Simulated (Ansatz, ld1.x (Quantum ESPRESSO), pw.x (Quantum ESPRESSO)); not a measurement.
# pw.x on sc H: one setting changed

Potential: norm-conserving Troullier–Martins (Kleinman–Bylander form), ld1.x (Quantum ESPRESSO) 7.5, PBE; core none, reference 1s1; waves: 1s (bound): rc 1.35 bohr; 2p channel at -0.1 Ry: rc 1.45 bohr; local part: the p channel; core correction: none.

The reference run (k-mesh 18³, cutoffs 45/180 Ry, Fermi–Dirac 0.01 Ry, mixing_beta 0.4, conv_thr 1e-9, no spin) gives 1.16 GPa at 3.057 Å³/atom, where all-electron LAPW gives 1.13 GPa. This run, with its own iteration cap, changes degauss to 0.002.

```
&control
  calculation='scf', prefix='x', pseudo_dir='./', outdir='./tmp', tstress=.true., disk_io='none'
/
&system
  ibrav=0, nat=1, ntyp=1, ecutwfc=45, ecutrho=180, nbnd=7,
  occupations='smearing', smearing='fd', degauss=0.002
/
&electrons
  conv_thr=1e-09, mixing_beta=0.4, electron_maxstep=60
/
ATOMIC_SPECIES
H 1.0 H.UPF
CELL_PARAMETERS angstrom
  1.45132657 0.00000000 0.00000000
  0.00000000 1.45132657 0.00000000
  0.00000000 0.00000000 1.45132657
ATOMIC_POSITIONS crystal
H 0.0000 0.0000 0.0000
K_POINTS automatic
18 18 18 0 0 0
```

```bash
pw.x < H.scf.in > H.scf.out
```

Question: How does the run end?

Answer: It converges in 5 iterations; the free energy moves by +2.8 meV/atom and the pressure by -0.15 GPa. In a metal, with Fermi–Dirac smearing, F lies below its zero-width value by a term in the square of the width.

```
Message from routine setup:
     using ibrav=0 with symmetry is DISCOURAGED, use correct ibrav instead
     lattice parameter (alat)  =       2.7426  a.u.
     unit-cell volume          =      20.6297 (a.u.)^3
     number of electrons       =         1.00
     number of Kohn-Sham states=            7
     kinetic-energy cutoff     =      45.0000  Ry
     charge density cutoff     =     180.0000  Ry
     scf convergence threshold =      1.0E-09
     Exchange-correlation= PBE
     number of k points=   220  Fermi-Dirac smearing, width (Ry)=  0.0020
     iteration #  1     ecut=    45.00 Ry     beta= 0.40
     total energy              =      -1.08459016 Ry
     estimated scf accuracy    <       0.00022602 Ry
     iteration #  2     ecut=    45.00 Ry     beta= 0.40
     total energy              =      -1.08462398 Ry
     estimated scf accuracy    <       0.00008472 Ry
     iteration #  3     ecut=    45.00 Ry     beta= 0.40
     total energy              =      -1.08462577 Ry
     estimated scf accuracy    <       0.00000001 Ry
     iteration #  4     ecut=    45.00 Ry     beta= 0.40
     total energy              =      -1.08462579 Ry
     estimated scf accuracy    <       0.00000002 Ry
     iteration #  5     ecut=    45.00 Ry     beta= 0.40
     the Fermi energy is     2.9070 ev
!    total energy              =      -1.08462579 Ry
     estimated scf accuracy    <          9.3E-13 Ry
     smearing contrib. (-TS)   =      -0.00001895 Ry
     The total energy is F=E-TS. E is the sum of the following terms:
     one-electron contribution =       0.59087998 Ry
     hartree contribution      =       0.02690358 Ry
     xc contribution           =      -0.66786569 Ry
     ewald contribution        =      -1.03452471 Ry
     convergence has been achieved in   5 iterations
          total   stress  (Ry/bohr**3)                   (kbar)     P=       10.12
     Message from routine punch:
     Nothing written, as per user request (disk_io='none')
```

The run took about 1 s on one core of a shared host (Neoverse-V1, 32 threads, 247 GiB, load 25).
